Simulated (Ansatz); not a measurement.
# GaAs (F-43m) in Ansatz: a series of runs

The runs below take GaAs through relaxation of cell and atoms, with revPBE+D3(BJ), revPBE+D4.

Program: Ansatz 0.2.0. These are calculated values, not measurements. Logs are shortened: lines on timing, memory, paths and dates and some standing lists are left out, and cuts for length are marked.

### 1 The crystal as given

It takes space group F-43m (No. 216, cubic). Conventional cell: a = 5.654 Å, b = 5.654 Å, c = 5.654 Å, α = 90.00°, β = 90.00°, γ = 90.00°. As (site symmetry -43m) has 4 Ga at 2.45 Å as nearest neighbours. Ga (site symmetry -43m) has 4 As at 2.45 Å as nearest neighbours.

### 2 Relaxation of cell and atoms, revPBE+D3(BJ)

File input.yaml:

```yaml
crystal:
  lattice:
    - [0.0, 2.82685, 2.82685]
    - [2.82685, 0.0, 2.82685]
    - [2.82685, 2.82685, 0.0]
  atoms:
    - { symbol: As, position: [0.75, 0.75, 0.75] }
    - { symbol: Ga, position: [0.0, 0.0, 0.0] }
hamiltonian:
  xc: revpbe
  pseudopotentials: { kind: paw }
  dispersion: d3bj
kpoints:
  mp_grid: { grid: [8, 8, 8] }
scf:
  occupations: { method: fermi_dirac, width: 0.05 }
output:
  forces: true
  stress: true
relax:
  f_tol: 0.01
  max_steps: 40
  cell: { stress_tol: 0.05 }
```

Potentials or basis: Ansatz PAW.

On the command line:

```console
$ ansatz run input.yaml --threads 2 --pin off --max-ram 5632MiB --backend cpu --events-out ev --progress --plain --runs-dir out
```

Output:

```text
Warning: RAYON_NUM_THREADS=2 ignored (pool sized by the plan → 2); use --threads N
Engine: ansatz 0.2.0, x86_64-unknown-linux-gnu
Pseudopotentials: kind: paw
Pseudopotential: As, paw, valence charge 15, recommended cutoff 420 eV (normal), As.paw.azcp
Pseudopotential: Ga, paw, valence charge 13, recommended cutoff 420 eV (normal), Ga.paw.azcp
Functional definition: revPBE
  parameter kappa = 1.245
  parameter beta = 0.06672455060314922
  exchange = pbe_x(kappa = kappa, mu = beta*pi^2/3)
  correlation = pbe_c(beta = beta)
Crystal: 2 atoms, lattice volume = 45.179 Å³
Basis set: ecut = 420 eV, 893 PW (Γ), exchange–correlation on 54×54×54 points (8 copies of the dense FFT grid, shifted against one another)
Bands: 18, of which v1, the nominal top of the filled ones, is band 14 counted from 1 (13 counted from 0)
Symmetry: 24 space group operations
Space group: F-43m (ITA 216), of the structure as read, at distance tolerance 3.6e-5 Å
k-points: 29 of 512 (time reversal used)
Non-local potential: As, projectors of the file, l = 0: 2, l = 1: 2, l = 2: 3, l = 3: 1
Non-local potential: Ga, projectors of the file, l = 0: 2, l = 1: 2, l = 2: 3, l = 3: 1
PAW form: soft (Blöchl's): semilocal exchange-correlation on the pseudo side does not see the compensation charge
PAW frozen core: As, regenerated for the run's functional, and the local potential with it (the file was generated under x = pbe(κ = 0.804, μ = 0.2195149727645171), c = pbe(β = 0.06672455060314922))
PAW frozen core: Ga, regenerated for the run's functional, and the local potential with it (the file was generated under x = pbe(κ = 0.804, μ = 0.2195149727645171), c = pbe(β = 0.06672455060314922))
PAW one-centre angular grid: As, 590 points (default); XC on 64 Gauss nodes
PAW one-centre angular grid: Ga, 590 points (default); XC on 64 Gauss nodes
Initial density: superposition of atomic densities (neutral atoms: chi_scale 0, normalization atom), corrected by the library's trained network
Initial wavefunctions: pseudopotential atomic-orbital guess
Functional: x = revpbe(κ = 1.245, μ = 0.2195149727645171), c = pbe(β = 0.06672455060314922)
SCF iter   1: F=—  HF=-8649.228756 eV  |F-HF|=—  |Δ(HF+E_count)|=         —  Δρ=2.41e-3  dr2=1.86e-3  ethr=1.77e-3  ⟨swp⟩=6.0  Hψ=2535  notcnv=0
preconditioner: auto → none  [insulator: Δε(μ)=0.599 eV  Ē_g=15.536 eV  σ=0.050 eV  W_gap=0.99  n_scr=14 (ndim 8)  ℏωp=23.4 eV  f_vac=0.086  D(μ)=0.00/eV (n_scr^D=0)  ε∞_Penn≈3.3]
SCF iter   2: F=—  HF=-8649.227717 eV  |F-HF|=—  |Δ(HF+E_count)|=   1.04e-3  Δρ=8.71e-4  dr2=4.13e-4  ethr=6.63e-6  ⟨swp⟩=2.0  Hψ=1058  notcnv=0
SCF iter   3: F=—  HF=-8649.227500 eV  |F-HF|=—  |Δ(HF+E_count)|=   2.17e-4  Δρ=3.49e-4  dr2=5.23e-5  ethr=1.48e-6  ⟨swp⟩=2.0  Hψ=783  notcnv=0
SCF iter   4: F=—  HF=-8649.227509 eV  |F-HF|=—  |Δ(HF+E_count)|=   9.75e-6  Δρ=1.00e-4  dr2=1.93e-6  ethr=1.87e-7  ⟨swp⟩=2.0  Hψ=638  notcnv=0
SCF iter   5: F=—  HF=-8649.227510 eV  |F-HF|=—  |Δ(HF+E_count)|=   1.15e-6  Δρ=2.80e-5  dr2=2.54e-7  ethr=6.90e-9  ⟨swp⟩=2.0  Hψ=928  notcnv=0
SCF iter   6: F=-8649.227511 eV  HF=-8649.227511 eV  |F-HF|=7.49e-8  |Δ(HF+E_count)|=   3.52e-7  Δρ=6.65e-6  dr2=1.34e-8  ethr=3.57e-10  ⟨swp⟩=4.0  Hψ=1846  notcnv=0
SCF 1 converged in 6 iterations: F = -8649.227511 eV  dr2 = 1.34e-8
relax step   1: F+E_penalty+E_count = -8649.22751084 eV  Δ(F+E_penalty+E_count) = +0.000e0 eV  max|allowed force component| = 1.399e-16 eV/Å  Δτ_max = 0.0000 Å  P = -0.146 GPa  Ω = 45.179 Å³  (6 SCF iters, dr2 threshold 1.00e-7 eV, accepted)
Crystal: 2 atoms, lattice volume = 45.102 Å³
Initial density: handed on by an earlier stage of this run
Initial wavefunctions: those handed on with the density
iter 1 solved again at ethr=7.44e-9 eV; its pass at ethr=3.10e-3 eV (dr2=2.08e-6 eV) is discarded
SCF iter   1: F=—  HF=-8649.227571 eV  |F-HF|=—  |Δ(HF+E_count)|=         —  Δρ=6.36e-5  dr2=2.06e-6  ethr=7.44e-9  ⟨swp⟩=2.0  Hψ=2847  notcnv=0
preconditioner: auto → none  [insulator: Δε(μ)=0.619 eV  Ē_g=15.516 eV  σ=0.050 eV  W_gap=1.00  n_scr=14 (ndim 8)  ℏωp=23.5 eV  f_vac=0.083  D(μ)=0.00/eV (n_scr^D=0)  ε∞_Penn≈3.3]
SCF iter   2: F=—  HF=-8649.227569 eV  |F-HF|=—  |Δ(HF+E_count)|=   2.04e-6  Δρ=3.12e-5  dr2=4.24e-7  ethr=7.37e-9  ⟨swp⟩=1.6  Hψ=566  notcnv=0
SCF iter   3: F=-8649.227569 eV  HF=-8649.227569 eV  |F-HF|=2.57e-8  |Δ(HF+E_count)|=   2.15e-7  Δρ=5.63e-6  dr2=2.54e-8  ethr=1.89e-10  ⟨swp⟩=3.0  Hψ=2139  notcnv=0
SCF 2 converged in 3 iterations: F = -8649.227569 eV  dr2 = 2.54e-8
relax step   2: F+E_penalty+E_count = -8649.22756930 eV  Δ(F+E_penalty+E_count) = -5.846e-5 eV  max|allowed force component| = 4.568e-17 eV/Å  Δτ_max = 0.0000 Å  P = -0.025 GPa  Ω = 45.102 Å³  energy of the carried Pulay correction = +1.725e-5 eV  (3 SCF iters, dr2 threshold 5.30e-8 eV, accepted)
Initial wavefunctions: pseudopotential atomic-orbital guess (no wavefunctions were taken with the density)
iter 1 solved again at ethr=2.49e-7 eV; its pass at ethr=3.10e-3 eV (dr2=6.97e-5 eV) is discarded
SCF iter   1: F=—  HF=-8649.227557 eV  |F-HF|=—  |Δ(HF+E_count)|=         —  Δρ=5.75e-6  dr2=2.63e-8  ethr=2.49e-7  ⟨swp⟩=2.8  Hψ=3657  notcnv=0
eigensolver tolerance schedule: the retry pair's looser diagonalisation over-reported the residual by 2646.16 of it (diagonalisation noise at 0.27 of the residual, at the tolerance the schedule requests for it); recorded, not acted on — ethr = c·dr2/N_el stays at c = 1.0e-1
SCF iter   2: F=—  HF=-8649.227556 eV  |F-HF|=—  |Δ(HF+E_count)|=   9.30e-7  Δρ=2.74e-6  dr2=2.96e-9  ethr=9.40e-11  ⟨swp⟩=2.1  Hψ=933  notcnv=0
SCF iter   3: F=—  HF=-8649.227556 eV  |F-HF|=—  |Δ(HF+E_count)|=   1.58e-9  Δρ=1.65e-6  dr2=9.58e-10  ethr=1.06e-11  ⟨swp⟩=2.0  Hψ=928  notcnv=0
SCF iter   4: F=—  HF=-8649.227556 eV  |F-HF|=—  |Δ(HF+E_count)|=   1.36e-9  Δρ=6.21e-7  dr2=1.68e-10  ethr=3.42e-12  ⟨swp⟩=2.0  Hψ=784  notcnv=0
SCF iter   5: F=-8649.227556 eV  HF=-8649.227556 eV  |F-HF|=1.09e-11  |Δ(HF+E_count)|=  5.46e-11  Δρ=1.08e-7  dr2=5.41e-12  ethr=1.00e-12  ⟨swp⟩=3.9  Hψ=2561  notcnv=0
SCF 3 converged in 5 iterations: F = -8649.227556 eV  dr2 = 5.41e-12
relax step   3: F+E_penalty+E_count = -8649.22755559 eV  Δ(F+E_penalty+E_count) = +1.372e-5 eV  max|allowed force component| = 3.954e-17 eV/Å  Δτ_max = 0.0000 Å  P = -0.026 GPa  Ω = 45.102 Å³  stress off target by 2.56e-2 GPa  SCF on the basis re-selected at this cell (its energy is not comparable with the rows above)  (5 SCF iters)
basis re-selected at this cell: Δ(F+E_penalty+E_count) = +1.372e-5 eV, ΔP = -0.000 GPa vs the last step (what re-selecting the basis moved, of the pressure what is left beyond the Pulay correction that the steps carried, after the strain that the cell walked since its last selection, with what the two solves' SCF thresholds leave and, on support functions, any second-order correction that the steps lacked; it is no measure of the basis error at this ecutwfc). This SCF's stress stands 2.56e-2 GPa from its target on what of the cell is left free (relax.cell.stress_tol is 5.00e-2 GPa) and its largest allowed force component is 3.95e-17 eV/Å (relax.f_tol is 1.00e-2 eV/Å): within both
SCF converged after 5 iterations
Free energy (F): -8649.227556 eV
Harris-Foulkes:  -8649.227556 eV  (|F-HF|=1.09e-11)
Internal energy: -8649.227545 eV  (E = F + TS)
E sigma→0 (E₀):  -8649.227550 eV
Entropy (-TS):   -0.000010 eV (-0.005 meV/atom)
Fermi energy:    8.624467 eV
--- Per-component energies (eV) ---
  E_band       = -308.631780
  E_kinetic    = 219.363016
  E_local      = -3912.073943  (includes V_loc(G=0)·N_el)
  E_nonlocal   = -246.952099
  E_hartree    = 1972.836494
  E_xc         = -148.571027
  E_vxc        = -137.314525  (∫ρ·V_xc dr)
  E_paw        = -3832.058403  (= ΣΔE_a)
  E_vpaw       = -177.327009  (= ΣTr[D̂ρ^β])
  E_aug_tail   = -0.000138  (compensation charges beyond the density's cutoff)
  E_ewald      = -2700.266379
  E_disp       = -1.247383  (pairwise vdW)
  E_core_change = -0.257684  (= ΣΔE_core)
  E_smearing   = -0.000010  (= −TS)
  E_closure    = -0.000000  (closes the sum)
  Σ components = -8649.227556   (vs F -8649.227556, Δ=0.00e0)
--- Forces (eV/Å), atoms counted from 1 ---
  atom   1  As     0.00000000     0.00000000    -0.00000000
  atom   2  Ga    -0.00000000     0.00000000     0.00000000
  max |Σ_I F_I| component: 7.36e-17 eV/Å
--- Stress (GPa, compression-positive) ---
       -0.025614       0.000000       0.000000
        0.000000      -0.025614       0.000000
        0.000000       0.000000      -0.025614
  P = ⅓ Tr σ = -0.0256 GPa (-0.256 kbar)
--- Relaxed structure (2 steps of the walk, 2 accepted, 1 SCFs on fresh bases) ---
  F+E_penalty+E_count = -8649.22755559 eV   max|allowed force component| = 3.954e-17 eV/Å   (the final SCF, on the basis selected at the relaxed cell)
  cell:  # Å, volume = 45.1020 Å³
    - [4.394758378372446e-34, 2.8252392815113327, 2.8252392815113327]
    - [2.8252392815113327, 3.929805680370724e-33, 2.8252392815113327]
    - [2.8252392815113327, 2.8252392815113327, 3.8470058848361704e-33]
  atoms:
    - { symbol: As, position: [0.75, 0.75, 0.75] }
    - { symbol: Ga, position: [7.309770013143505e-34, -7.480094751313839e-34, -7.054282905888005e-34] }
```

Wall time 9.8 s (2 threads of Intel Xeon at 2.50GHz (Skylake/Cascade Lake), shared host); peak memory 0.37 GiB.

What came out:

```
Free energy                            : -8649.2276 eV
Relaxed volume                         : 22.55 Å³/atom
Relaxed cell                           : a = 3.995 Å, b = 3.995 Å, c = 3.995 Å, α = 60.00°, β = 60.00°, γ = 60.00°
Space group after relaxing (to 0.05 Å) : F-43m (No. 216)
Energy gained by relaxing              : 0.0 meV/atom
Ionic steps                            : 3
Pressure after relaxing                : 0.0 GPa
Band gap on the k mesh                 : 0.62 eV
```

Final structure:
```yaml
crystal:
  lattice:
    - [0.00000, 2.82524, 2.82524]
    - [2.82524, 0.00000, 2.82524]
    - [2.82524, 2.82524, 0.00000]
  atoms:
    - { symbol: As, position: [0.75000, 0.75000, 0.75000] }
    - { symbol: Ga, position: [0.00000, 0.00000, 0.00000] }
```

Caveat: the plane-wave basis is chosen anew once the cell has moved, so the energies of steps on either side of that aren't comparable; the PAW data sets come from PBE, with cores solved anew for the run's functional, which leaves a small shift of forces and pressure. As with any semilocal functional, this revPBE gap is likely too small.

### 3 Relaxation of cell and atoms, revPBE+D4

Changes to input.yaml since step 2:

```diff
@@ -11,3 +11,3 @@
   pseudopotentials: { kind: paw }
-  dispersion: d3bj
+  dispersion: d4
 kpoints:
@@ -19,2 +19,6 @@
   stress: true
+  write_density: true
+  write_potential: true
+  elf: true
+  volumetric_format: npy
 relax:
```

Potentials or basis: Ansatz PAW.

On the command line:

```console
$ ansatz run input.yaml --threads 2 --pin off --max-ram 5632MiB --backend cpu --events-out ev --progress --plain --runs-dir out
```

Wall time 16 s (2 threads of Intel Xeon at 2.50GHz (Skylake/Cascade Lake), shared host); peak memory 0.38 GiB.

The run converged. Its results:

```yaml
Free_energy: -8649.3654 eV
Relaxed_volume: 22.39 Å³/atom
Relaxed_cell: a = 3.986 Å, b = 3.986 Å, c = 3.986 Å, α = 60.00°, β = 60.00°, γ = 60.00°
Space_group_after_relaxing_to_0.05_Å: F-43m (No. 216)
Energy_gained_by_relaxing: 0.4 meV/atom
Ionic_steps: 4
Pressure_after_relaxing: 0.0 GPa
Band_gap_on_the_k_mesh: 0.67 eV, direct
```

Step by step:
```csv
step,energy change (eV),largest force (eV/Å),volume (Å³)
1,0.0000,0.0000,45.18
2,-0.0008,0.0000,44.85
3,-0.0009,0.0000,44.78
4,-0.0008,0.0000,44.78
```

Final structure:
```yaml
crystal:
  lattice:
    - [0.00000, 2.81847, 2.81847]
    - [2.81847, 0.00000, 2.81847]
    - [2.81847, 2.81847, 0.00000]
  atoms:
    - { symbol: As, position: [0.75000, 0.75000, 0.75000] }
    - { symbol: Ga, position: [0.00000, 0.00000, 0.00000] }
```

Levels at points of the mesh, in eV from the valence-band top:
```
             k point  band 12  band 13  band 14  band 15  band 16  band 17
  (0.00, 0.00, 0.00)     0.00     0.00     0.00     0.67     3.76     3.76
 (0.00, 0.00, -0.50)    -6.65    -1.15    -1.15     1.10     4.67     4.67
(0.00, -0.50, -0.50)    -6.82    -2.70    -2.70     1.53     1.72    10.29
```

Caveat: the plane-wave basis is chosen anew once the cell has moved, so the energies of steps on either side of that aren't comparable; the PAW data sets come from PBE, with cores solved anew for the run's functional, which leaves a small shift of forces and pressure. As with any semilocal functional, this revPBE gap is likely too small.
